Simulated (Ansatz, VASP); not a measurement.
# NaCl: VASP beside Ansatz

File INCAR:

```
  ALGO = Normal
  EDIFF = 1E-7
  ENCUT = 520
  GGA = PE
  ISIF = 2
  ISMEAR = 0
  LASPH = True
  LCHARG = False
  LREAL = False
  LWAVE = False
  NBANDS = 14
  NELM = 60
  PREC = Accurate
  SIGMA = 0.01
```

Contents of KPOINTS:

```
k-points
0
Gamma
  8 8 8
```

The input POSCAR:

```
NaCl
1.0
    0.0000000000      3.0872727869      3.0872727869
    3.0872727869      0.0000000000      3.0872727869
    3.0872727869      3.0872727869      0.0000000000
Na Cl
1 1
Direct
    0.0000000000      0.0000000000      0.0000000000
    0.2500000000      0.2500000000      0.2500000000
```

Input for Ansatz:

```yaml
crystal:
  lattice:
    - [0.0, 3.0872727869, 3.0872727869]
    - [3.0872727869, 0.0, 3.0872727869]
    - [3.0872727869, 3.0872727869, 0.0]
  atoms:
    - { symbol: Na, position: [0.0, 0.0, 0.0] }
    - { symbol: Cl, position: [0.25, 0.25, 0.25] }
kpoints:
  mp_grid: { grid: [8, 8, 8] }
  band_path:
    path:
      - [0.0, 0.0, 0.0]
      - [-0.5, -0.5, 0.0]
      - [-0.375, -0.375, 0.25]
      - [-0.375, 0.0, 0.375]
      - [0.0, 0.0, 0.5]
      - [-0.5, -0.25, 0.25]
    npoints: 1
hamiltonian:
  xc: pbe
scf:
  occupations: { method: fixed }
  n_extra_bands: 4
output:
  forces: true
  stress: true
  eigenvalues: true
```

Alike in both runs: task single point; functional PBE; k mesh 8 × 8 × 8; no spin polarisation.

|  | VASP | Ansatz |
| --- | --- | --- |
| version | VASP 6.6.1 | Ansatz 0.2.0 |
| potentials or method | VASP PAW PBE potentials, release 64 (Na_pv, Cl) | plane waves, PAW |
| plane-wave cutoff (eV) | 520 | 420 |
| occupations | gaussian, width 0.01 eV | fixed |
| valence electrons in the cell | 14 | 16 |

```csv
,VASP,Ansatz,Ansatz less VASP
gap on the k mesh at the Fermi level (eV),4.94,4.94,+0.001
pressure (GPa),0.7,0.7,+0.01
```

The two sets of potentials don't hold the same shells in valence.

A k mesh can miss the band edges.
